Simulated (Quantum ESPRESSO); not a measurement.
Input of a Quantum ESPRESSO 7.5 run:

pw.in

```
&CONTROL
  calculation = 'scf'
  prefix = 'pwscf'
  outdir = './tmp'
  pseudo_dir = './pseudo'
  tprnfor = .true.
  tstress = .true.
  disk_io = 'low'
/
&SYSTEM
  ibrav = 0
  nat = 2
  ntyp = 2
  ecutwfc = 56
  nbnd = 32
  occupations = 'smearing'
  smearing = 'fd'
  degauss = 0.00367493
  noncolin = .true.
  lspinorb = .true.
/
&ELECTRONS
  conv_thr = 4d-10
  electron_maxstep = 120
  mixing_beta = 0.5
/
ATOMIC_SPECIES
Pb   207.2000 Pb.upf
S     32.0600 S.upf
CELL_PARAMETERS angstrom
   0.0000000000    2.9657500000    2.9657500000
   2.9657500000    0.0000000000    2.9657500000
   2.9657500000    2.9657500000    0.0000000000
ATOMIC_POSITIONS crystal
Pb     0.0000000000    0.0000000000    0.0000000000
S      0.5000000000    0.5000000000    0.5000000000
K_POINTS automatic
6 6 6 1 1 1
```

scf2.in

```
&CONTROL
  calculation = 'scf'
  prefix = 'pwscf'
  outdir = './tmp'
  pseudo_dir = './pseudo'
  tprnfor = .true.
  tstress = .true.
  disk_io = 'low'
/
&SYSTEM
  ibrav = 0
  nat = 2
  ntyp = 2
  ecutwfc = 56
  nbnd = 32
  occupations = 'fixed'
  noncolin = .true.
  lspinorb = .true.
/
&ELECTRONS
  conv_thr = 1d-13
  electron_maxstep = 120
  mixing_beta = 0.5
  startingpot = 'file'
  startingwfc = 'file'
/
ATOMIC_SPECIES
Pb   207.2000 Pb.upf
S     32.0600 S.upf
CELL_PARAMETERS angstrom
   0.0000000000    2.9657500000    2.9657500000
   2.9657500000    0.0000000000    2.9657500000
   2.9657500000    2.9657500000    0.0000000000
ATOMIC_POSITIONS crystal
Pb     0.0000000000    0.0000000000    0.0000000000
S      0.5000000000    0.5000000000    0.5000000000
K_POINTS automatic
6 6 6 1 1 1
```

Contents of ph.in:

```
dielectric of PbS
&INPUTPH
  prefix = 'pwscf'
  outdir = './tmp'
  tr2_ph = 1d-16
  fildyn = 'dyn'
  niter_ph = 60
  alpha_mix(1) = 0.7
  epsil = .true.
  trans = .false.
  zeu = .true.
/
0.0000000000 0.0000000000 0.0000000000
```

Potentials or basis: PseudoDojo 0.4 FR PBEsol standard.

Launch:

```console
$ OMP_NUM_THREADS=1 pw.x -in pw.in > pw.out
$ OMP_NUM_THREADS=1 pw.x -in scf2.in > scf2.out
$ OMP_NUM_THREADS=1 ph.x -in ph.in > ph.out
```

**Question.** Predict the electronic dielectric tensor (diagonal).

**Answer.** 23.57.

**Question.** What does it give for the Born charges (mean of the diagonal)?

**Answer.** Pb +4.99; S -4.98 e.

**Question.** Predict the pressure.

**Answer.** -1.1 GPa.

Born effective charge tensors (e):
atom 1, Pb
```
4.99 0.00 0.00
0.00 4.99 0.00
0.00 0.00 4.99
```
atom 2, S
```
-4.98  0.00  0.00
 0.00 -4.98  0.00
 0.00  0.00 -4.98
```

**Measured values to compare with.**

A printed reference work, monograph reports, for a bulk crystal of PbS at 300 K: high-frequency dielectric constant 17.2.

Measured high-frequency dielectric constant of PbS: 17.2 (300 K; a printed reference work, monograph). This calculation gives 23.57 (+37.0 %). So large a miss can be the level of theory's own, or it may mean another phase, state or a wrong row.
